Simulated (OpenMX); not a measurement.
The system is TiAl.

```
Ti Al
1.0
     2.86726    0.00000    0.00000
    -1.43363    2.48312    0.00000
     0.00000    0.00000    4.67808
Ti Al
1 1
Cartesian
  0.0000 0.0000 0.0000
  0.0000 1.6554 2.3390
```

The cell comes from a database or a generator and needn't be the stable form of this composition.

Base run:

| Quantity | Value |
| --- | --- |
| Program | OpenMX 3.8.5 |
| Functional | PBE |
| Dispersion | D3 |
| Potentials or basis | OpenMX 2013 PBE set, Ti7.0-s3p2d2, Al7.0-s2p2d1, grid cutoff 400 Ry |
| k mesh | 9 × 9 × 5 |
| Occupations | fermi-dirac, width 0.05 eV |
| Spin | no spin polarisation |

Its results: band gap on the k mesh none (metal or under the smearing width); pressure -4.2 GPa; largest force 0.014 eV/Å.

After a change of settings the same cell gave: band gap on the k mesh none (metal or under the smearing width); pressure -0.2 GPa; largest force 0.014 eV/Å. Which change was it?
A. dispersion from D3 to none
B. dispersion from D3 to D3(BJ)
C. dispersion from D3 to D4

A.

Dispersion adds attraction, which lowers the pressure at fixed volume and, as a term added to the energy, leaves the levels alone.

Caveats: the basis of atomic orbitals isn't converged, which shifts pressures, moduli and gaps; pairwise dispersion overbinds metals, which lowers pressure and volume (some runs).
